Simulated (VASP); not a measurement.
**From an Ansatz input to VASP: CaO (rocksalt)**

Ansatz input

```yaml
crystal:
  lattice:
    - [0.0, 2.3975501229, 2.3975501229]
    - [2.3975501229, 0.0, 2.3975501229]
    - [2.3975501229, 2.3975501229, 0.0]
  atoms:
    - { symbol: Ca, position: [0.0, 0.0, 0.0] }
    - { symbol: O, position: [0.5, 0.5, 0.5] }
kpoints:
  mp_grid: { grid: [10, 10, 10] }
  band_path:
    path:
      - [0.0, 0.0, 0.0]
      - [0.5, 0.0, 0.5]
      - [0.5, 0.25, 0.75]
      - [0.375, 0.375, 0.75]
      - [0.5, 0.5, 0.5]
      - [0.625, 0.25, 0.625]
    npoints: 1
hamiltonian:
  xc: lda
scf:
  occupations: { method: fixed }
  n_extra_bands: 4
output:
  forces: true
  stress: true
  eigenvalues: true
```

Q: Write VASP inputs for this cell and level of theory.

A: 

INCAR

```
LELF = .TRUE.
LCHARG = .TRUE.
LWAVE = .FALSE.
IBRION = -1
GGA = CA
SIGMA = 0.01
PREC = Accurate
LASPH = .TRUE.
ISIF = 2
NSW = 0
ISMEAR = 0
ENCUT = 520
EDIFF = 1E-7
NELM = 120
LREAL = .FALSE.
NBANDS = 15
```

KPOINTS

```
KPOINTS created by Atomic Simulation Environment
0
Gamma
10 10 10
0 0 0
```

KPOINTS_OPT

```
special points
6
Reciprocal
0.0000000000 0.0000000000 0.0000000000 1
0.5000000000 0.0000000000 0.5000000000 1
0.5000000000 0.2500000000 0.7500000000 1
0.3750000000 0.3750000000 0.7500000000 1
0.5000000000 0.5000000000 0.5000000000 1
0.6250000000 0.2500000000 0.6250000000 1
```

POSCAR

```
Ca O
 1.0000000000000000
    -0.0000000000000000    2.3975501229068663    2.3975501229068663
     2.3975501229068663   -0.0000000000000000    2.3975501229068663
     2.3975501229068663    2.3975501229068663   -0.0000000000000000
 Ca  O
   1   1
Cartesian
  0.0000000000000000  0.0000000000000000  0.0000000000000000
  2.3975501229068663  2.3975501229068663  2.3975501229068663
```

VASP ran with the recommended LDA PAW datasets (16 valence electrons in the cell). Other inputs would serve too.

```tsv
	Ansatz	VASP
gap between bands v and c	3.48 eV	3.46 eV
least direct gap	3.86 eV	3.83 eV
pressure	-6.3 GPa	-5.5 GPa
```

Datasets and cutoffs are each program's own. VASP's cell holds 16 valence electrons and Ansatz's 16. LDA means the Perdew–Zunger form with relativistic exchange in VASP and the Perdew–Wang form in Ansatz. Ansatz's stress includes a Pulay correction; VASP's doesn't.
